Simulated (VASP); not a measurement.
# Al2O3 (R-3c) in VASP: settings compared, part 2 of 3

VASP 6.6.1.

## (3) Band structure, rev-vdW-DF2

This run uses another cell than the first one, of 8.64 Å³/atom, 0.970 times its volume.

INCAR

```
PREC     = Accurate       # precision mode
ENCUT    = 520            # plane-wave cutoff, eV
EDIFF    = 1E-6           # SCF threshold, eV
ISMEAR   = 0              # smearing method
SIGMA    = 0.03           # smearing width, eV
LREAL    = F              # projectors in reciprocal space
LASPH    = T              # aspherical terms in the spheres
NELM     = 80             # most SCF steps
ALGO     = Normal         # electronic algorithm
ISIF     = 2              # what is computed and relaxed
LWAVE    = F              # write WAVECAR
LCHARG   = F              # write CHGCAR
GGA      = MK             # functional
LUSE_VDW = T            
AGGAC    = 0.0          
PARAM1   = 0.1234       
PARAM2   = 0.711357     
ZAB_VDW  = -1.8867      
NBANDS   = 35             # bands
ICORELEVEL= 1            
KPAR     = 2
```

KPOINTS

```
regular mesh
0
Gamma
  9 9 7
```

POSCAR

```
Al2O3                                   
1.0
    2.3947360994      1.3826015334      4.3510043770
   -2.3947360994      1.3826015334      4.3510043770
    0.0000000000     -2.7652030668      4.3510043770
  Al              O             
     4     6
Direct
     0.3522641844210835    0.3522641844210835    0.3522641844210835
     0.1477358155789165    0.1477358155789165    0.1477358155789165
     0.6477358155789166    0.6477358155789166    0.6477358155789166
     0.8522641844210834    0.8522641844210834    0.8522641844210834
     0.5560785075171037    0.9439214924828963    0.2500000000000000
     0.2500000000000000    0.5560785075171037    0.9439214924829034
     0.9439214924828963    0.2500000000000000    0.5560785075170966
     0.4439214924828963    0.0560785075171037    0.7500000000000000
     0.7500000000000000    0.4439214924828963    0.0560785075170966
     0.0560785075171037    0.7500000000000000    0.4439214924829034
```

KPOINTS_OPT is that of step 2.

Potentials or basis: VASP PAW PBE potentials, release 64 (Al, O).

The run is started by

```console
$ cat potpaw_PBE.64/Al/POTCAR potpaw_PBE.64/O/POTCAR > POTCAR
$ mpirun -np 2 vasp_std > vasp.out
```

OUTCAR:

```text
PREC = Accurate
   ENCUT = 520
   EDIFF = 1E-6
   ISMEAR = 0
   LREAL = F
   LASPH = T
   NELM = 80
   ISIF = 2
   GGA = MK

 ion  position               nearest neighbor table
   1  0.352  0.352  0.352-  10 1.87   8 1.87   9 1.87   5 1.98   6 1.98   7 1.98   2 2.67   3 2.81
                             3 2.81   3 2.81   2 3.24   2 3.24   2 3.24
   2  0.148  0.148  0.148-   9 1.87   8 1.87  10 1.87   5 1.98   7 1.98   6 1.98   1 2.67   4 2.81
                             4 2.81   4 2.81   1 3.24   1 3.24   1 3.24
   3  0.648  0.648  0.648-   7 1.87   5 1.87   6 1.87   8 1.98   9 1.98  10 1.98   4 2.67   1 2.81
                             1 2.81   1 2.81   4 3.24   4 3.24   4 3.24
   4  0.852  0.852  0.852-   6 1.87   5 1.87   7 1.87   8 1.98  10 1.98   9 1.98   3 2.67   2 2.81
                             2 2.81   2 2.81   3 3.24   3 3.24   3 3.24
   5  0.556  0.944  0.250-   3 1.87   4 1.87   1 1.98   2 1.98
   6  0.250  0.556  0.944-   4 1.87   3 1.87   1 1.98   2 1.98
   7  0.944  0.250  0.556-   3 1.87   4 1.87   2 1.98   1 1.98
   8  0.444  0.056  0.750-   1 1.87   2 1.87   3 1.98   4 1.98
   9  0.750  0.444  0.056-   2 1.87   1 1.87   3 1.98   4 1.98
  10  0.056  0.750  0.444-   1 1.87   2 1.87   4 1.98   3 1.98

  LATTYP: Found a trigonal (rhomboedric) cell.
 ALAT       =     5.1553454855
 COS(alpha) =     0.5684513437

  Lattice vectors:

 A1 = (   2.3947360994,   1.3826015334,   4.3510043770)
 A2 = (  -2.3947360994,   1.3826015334,   4.3510043770)
 A3 = (   0.0000000000,  -2.7652030668,   4.3510043770)

Analysis of symmetry for initial positions (statically):
=====================================================================
 Subroutine PRICEL returns:
 Original cell was already a primitive cell.

 Routine SETGRP: Setting up the symmetry group for a
 trigonal (rhombohedral) supercell.

 Subroutine GETGRP returns: Found 12 space group operations
 (whereof  6 operations were pure point group operations)
 out of a pool of 12 trial point group operations.

The static configuration has the point symmetry S_6 .
 The point group associated with its full space group is D_3d.

[... 195 lines left out ...]
  ext. energy  EPLUGINS =         0.00000000
  ---------------------------------------------------
  free energy    TOTEN  =       -63.66181463 eV

  energy without entropy =      -63.66181463  energy(sigma->0) =      -63.66181463

 the core state eigenenergies are
   1-  1s  -1497.4282  2s    -94.4182  2p    -55.8824
   2-  1s  -1497.4282  2s    -94.4182  2p    -55.8824
   3-  1s  -1497.4282  2s    -94.4182  2p    -55.8824
   4-  1s  -1497.4282  2s    -94.4182  2p    -55.8824
   5-  1s   -497.0272
   6-  1s   -497.0272
   7-  1s   -497.0272
   8-  1s   -497.0272
   9-  1s   -497.0272
  10-  1s   -497.0272

 E-fermi :   6.0347     XC(G=0): -11.7126

 val. band max:        5.8380743877   @ k =   0.0000   0.0000   0.0000
 cond. band min:      11.9238197032   @ k =   0.0000   0.0000   0.0000
 fundamental gap:      6.0857453155
 Fermi energy:         6.0346922298

 k-point     1 :       0.0000    0.0000    0.0000
  band No.  band energies     occupation
      1     -13.1885      2.00000
      2     -10.8959      2.00000
      3     -10.6284      2.00000
      4     -10.6284      2.00000
      5     -10.3155      2.00000
      6     -10.3155      2.00000
[... 901 lines left out ...]
     34      19.0006      0.00000
     35      19.0176      0.00000

 [... further k-points ...]

------------------------ aborting loop because EDIFF is reached ----------------------------------------

  FORCE on cell =-STRESS in cart. coord.  units (eV):
  Direction    XX          YY          ZZ          XY          YZ          ZX
  --------------------------------------------------------------------------------------
  -------------------------------------------------------------------------------------
  Total        0.1308556      0.1308556      0.1209986      0.0000000     -0.0000000      0.0000000
  in kB        2.4255342      2.4255342      2.2428245      0.0000000     -0.0000000      0.0000000
  external PRESSURE =       2.3646310 kB  Pullay stress =       0.0000000 kB

 VOLUME and BASIS-vectors are now :
 -----------------------------------------------------------------------------
  energy-cutoff  :      520.00
  volume of cell :       86.44
      direct lattice vectors                 reciprocal lattice vectors
     2.394736099  1.382601533  4.351004377     0.208791274  0.120545698  0.076610664
    -2.394736099  1.382601533  4.351004377    -0.208791274  0.120545698  0.076610664
     0.000000000 -2.765203067  4.351004377     0.000000000 -0.241091396  0.076610664

 POSITION                                       TOTAL-FORCE (eV/Angst)
 -----------------------------------------------------------------------------------
      0.00000      0.00000      4.59811         0.000000      0.000000      0.004366
      0.00000      0.00000      1.92840         0.000000      0.000000     -0.004366
      0.00000      0.00000      8.45490         0.000000      0.000000     -0.004366
      0.00000      0.00000     11.12462         0.000000      0.000000      0.004366
     -0.92878      1.38260      7.61426        -0.000437     -0.000000     -0.000000
     -0.73298     -1.49565      7.61426         0.000219     -0.000379     -0.000000
      1.66176      0.11305      7.61426         0.000219      0.000379     -0.000000
      0.92878     -1.38260      5.43876         0.000437     -0.000000     -0.000000
      0.73298      1.49565      5.43876        -0.000219      0.000379     -0.000000
     -1.66176     -0.11305      5.43876        -0.000219     -0.000379     -0.000000
 -----------------------------------------------------------------------------------
    total drift:                               -0.000000     -0.000000      0.000000

  FREE ENERGIE OF THE ION-ELECTRON SYSTEM (eV)
  ---------------------------------------------------
  free  energy   TOTEN  =       -63.6618146323 eV

  energy  without entropy=      -63.6618146323  energy(sigma->0) =      -63.66181463

Total vdW correction in eV:      8.5104512
```

OSZICAR:

```text
N       E                     dE             d eps       ncg     rms          rms(c)
DAV:   1     0.236254579149E+03    0.23625E+03   -0.25322E+04 11208   0.131E+03
DAV:   2    -0.592086925185E+02   -0.29546E+03   -0.28563E+03 14301   0.285E+02
DAV:   3    -0.718680116564E+02   -0.12659E+02   -0.12615E+02 14523   0.601E+01
[... 11 lines left out ...]
       N       E                     dE             ncg
DAV:   1     0.398820251232E+05   -0.11869E+06    10010
DAV:   2     0.272905946881E+03   -0.39609E+05    12757
DAV:   3    -0.146437461401E+04   -0.17373E+04    13009
DAV:   4    -0.147964824862E+04   -0.15274E+02    12377
DAV:   5    -0.147988708377E+04   -0.23884E+00    12534
DAV:   6    -0.147989338811E+04   -0.63043E-02    12542
DAV:   7    -0.147989358424E+04   -0.19613E-03    12317
DAV:   8    -0.147989358983E+04   -0.55883E-05     8976
DAV:   9    -0.147989359070E+04   -0.86428E-06     8933
```

stdout:

```text
POSCAR found type information on POSCAR AlO
 POSCAR found :  2 types and      10 ions
 scaLAPACK will be used
 -----------------------------------------------------------------------------
|                                                                             |
|                                                                             |
[... 37 lines left out ...]
 -----------------------------------------------------------------------------

 POSCAR, INCAR and KPOINTS ok, starting setup
 FFT: planning ... GRIDC
 FFT: planning ... GRID_SOFT
 FFT: planning ... GRID
 WAVECAR not read
 entering main loop
 Start KPOINTS_OPT (optional k-point list driver)
k-point batch [1-143\143]
```

It took 4.9 min on 2 MPI ranks of Intel Xeon 6975P-C (Granite Rapids), shared host; peak memory 0.8 GiB.

What came out:

| Item | Value |
| --- | --- |
| Free energy | -63.6618 eV |
| Pressure | 0.2 GPa |
| Largest force | 0.004 eV/Å |
| Band gap on the k mesh | 6.09 eV, direct |
| Band gap along the path | 6.09 eV, direct |

Forces in eV/Å, atoms in the order of the input:
```
Al   0.000  0.000  0.004
Al   0.000  0.000 -0.004
Al   0.000  0.000 -0.004
Al   0.000  0.000  0.004
O    0.000  0.000  0.000
O    0.000  0.000  0.000
O    0.000  0.000  0.000
O    0.000  0.000  0.000
O    0.000  0.000  0.000
O    0.000  0.000  0.000
```

Levels at the corners of the path, in eV from the valence-band top:
```tsv
point	band 20	band 21	band 22	band 23	band 24	band 25	band 26	band 27	band 28	band 29
Γ	-0.48	-0.48	-0.05	-0.05	0.00	6.09	9.03	10.57	11.47	11.47
L	-1.30	-0.89	-0.89	-0.26	-0.26	9.30	9.30	9.52	9.52	11.67
L	-1.30	-0.89	-0.89	-0.26	-0.26	9.30	9.30	9.52	9.52	11.67
B1	-1.16	-0.83	-0.83	-0.49	-0.49	9.58	9.58	9.97	9.97	10.49
B	-1.16	-0.83	-0.83	-0.49	-0.49	9.58	9.58	9.97	9.97	10.49
Z	-1.96	-0.37	-0.37	-0.37	-0.37	8.53	8.53	10.94	10.94	12.25
Z	-1.96	-0.37	-0.37	-0.37	-0.37	8.53	8.53	10.94	10.94	12.25
Γ	-0.48	-0.48	-0.05	-0.05	0.00	6.09	9.03	10.57	11.47	11.47
Γ	-0.48	-0.48	-0.05	-0.05	0.00	6.09	9.03	10.57	11.47	11.47
X	-1.08	-0.87	-0.82	-0.55	-0.27	9.39	9.39	9.61	10.15	10.54
Q	-1.08	-0.87	-0.82	-0.55	-0.27	9.39	9.39	9.61	10.15	10.54
F	-1.27	-1.00	-0.90	-0.72	-0.24	9.55	9.59	9.75	10.30	11.01
F	-1.27	-1.00	-0.90	-0.72	-0.24	9.55	9.59	9.75	10.30	11.01
P1	-1.05	-1.01	-0.84	-0.73	-0.45	9.63	9.78	10.02	10.23	10.26
P1	-1.05	-1.01	-0.84	-0.73	-0.45	9.63	9.78	10.02	10.23	10.26
Z	-1.96	-0.37	-0.37	-0.37	-0.37	8.53	8.53	10.94	10.94	12.25
L	-1.30	-0.89	-0.89	-0.26	-0.26	9.30	9.30	9.52	9.52	11.67
P	-1.05	-1.01	-0.84	-0.73	-0.45	9.63	9.78	10.02	10.23	10.26
```

Core levels (eV, on the scale of the bands):
```tsv
atom	levels
1 Al	1s -1497.4, 2s -94.4, 2p -55.9
2 Al	1s -1497.4, 2s -94.4, 2p -55.9
3 Al	1s -1497.4, 2s -94.4, 2p -55.9
4 Al	1s -1497.4, 2s -94.4, 2p -55.9
5 O	1s -497.0
6 O	1s -497.0
```

Caveat: the PAW data sets were made with another functional, which shifts forces and pressure a little.

[end of part 2 of 3]
